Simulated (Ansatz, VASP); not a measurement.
# One calculation of SiC, two programs

INCAR

```
  PREC = Accurate
  ENCUT = 520
  EDIFF = 1E-7
  ISMEAR = 0
  SIGMA = 0.05
  LREAL = False
  LASPH = True
  NELM = 60
  ALGO = Normal
  ISIF = 2
  LWAVE = False
  LCHARG = False
  GGA = PE
  NBANDS = 16
```

The input KPOINTS:

```
regular mesh
0
Gamma
  6 6 4
```

Contents of POSCAR:

```
SiC
1.0
    3.0759982064      0.0000000000      0.0000000000
   -1.5379991032      2.6638925888      0.0000000000
    0.0000000000      0.0000000000      5.0480000000
Si C
2 2
Direct
    0.2970733944      0.6401225491      0.0000000000
    0.6666666667      0.3333333333      0.5000000000
    0.3333333333      0.6666666667      0.3850000000
    0.6666666667      0.3333333333      0.8850000000
```

Input for Ansatz:

```yaml
crystal:
  lattice:
    - [3.0759982064, 0.0, 0.0]
    - [-1.5379991032, 2.6638925888, 0.0]
    - [0.0, 0.0, 5.048]
  atoms:
    - { symbol: Si, position: [0.2970733944, 0.6401225491, 0.0] }
    - { symbol: Si, position: [0.6666666667, 0.3333333333, 0.5] }
    - { symbol: C, position: [0.3333333333, 0.6666666667, 0.385] }
    - { symbol: C, position: [0.6666666667, 0.3333333333, 0.885] }
basis:
  ecutwfc: 420
kpoints:
  mp_grid: { grid: [6, 6, 4] }
hamiltonian:
  xc: pbe
scf:
  occupations: { method: gaussian, width: 0.05 }
output:
  forces: true
  stress: true
  eigenvalues: true
```

Alike in both runs: task single point; functional PBE; k mesh 6 × 6 × 4; occupations gaussian, width 0.05 eV; no spin polarisation.

|  | VASP | Ansatz |
| --- | --- | --- |
| version | VASP 6.6.1 | Ansatz 0.2.0 |
| potentials or method | VASP PAW PBE potentials, release 64 (Si, C) | scalar-relativistic, plane waves, PAW |
| plane-wave cutoff (eV) | 520 | 420 |
| valence electrons in the cell | 16 | 16 |

|  | VASP | Ansatz | Ansatz less VASP |
| --- | --- | --- | --- |
| gap on the k mesh at the Fermi level (eV) | 2.26 | 2.27 | +0.003 |
| least direct gap on the mesh (eV) | 4.02 | 4.02 | +0.005 |
| pressure (GPa) | 4.4 | 4.4 | +0.06 |
| largest component of the traceless stress (GPa) | 4.51 | 4.52 | +0.010 |
| rms of the force components (eV/Å) | 1.057 | 1.057 | +0.0003 |

Atom by atom the forces differ by 0.000 eV/Å (rms over components).

Caveats: forces of over 1 eV/Å show positions far from the minimum, so gaps and moduli don't describe the material at rest. A k mesh can miss the band edges.
